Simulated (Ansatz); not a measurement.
**Ti3Ni in Ansatz: the effect of starting spin order**

Crystal: Ti3Ni.

```xyz
4
Lattice="3.9352 0.0000 0.0000 0.0000 3.9352 0.0000 0.0000 0.0000 3.9352" Properties=species:S:1:pos:R:3 pbc="T T T"
Ni    0.0000    0.0000    0.0000
Ti    1.9676    1.9676    0.0000
Ti    1.9676    0.0000    1.9676
Ti    0.0000    1.9676    1.9676
```

The cell comes from a database or a generator and needn't be the stable form of this composition.

Alike in all runs:

- Program: Ansatz 0.2.0
- Task: single point
- Functional: PBEsol
- Potentials or basis: Ansatz PAW
- Cutoff: 420 eV (not typed: the program's choice for these potentials)
- Occupations: fermi-dirac, width 0.05 eV

```tsv
starting spin order	k mesh	spin	starting moments	energy over the lowest run (meV/atom)	final net moment (μB)	final largest site moment (μB)
spin off	7 × 7 × 7	no spin polarisation	-	0.0	0.00	0.00
fm	7 × 7 × 7	collinear spin, ferromagnetic start	[1.0, 1.0, 1.0, 1.0] μB	0.0	0.00	0.00
afm	7 × 7 × 7	collinear spin, antiferromagnetic start	[1.0, -1.0, 1.0, -1.0] μB	0.0	0.00	0.00
ferri	7 × 7 × 7	collinear spin, ferrimagnetic start	[1.0, -0.5, 1.0, -0.5] μB	0.0	0.00	0.00
random	7 × 7 × 7	collinear spin, random start	[0.13, 0.74, -1.14, 0.88] μB	0.0	0.00	0.00
noncollinear	5 × 5 × 5	non-collinear spin, random start	[[0.1, 0.008, 0.083], [0.381, 0.008, 0.634], [0.524, 0.532, 0.862], [-0.342, 0.63, -0.511]] μB	?	?	?
```

Problem. What does the run with starting spin order noncollinear give?

Solution. Energy over the lowest run 6.0 meV/atom; final net moment 0.00 μB; final largest site moment 0.00 μB.

Caveats: the starting moments weren't kept (some runs).
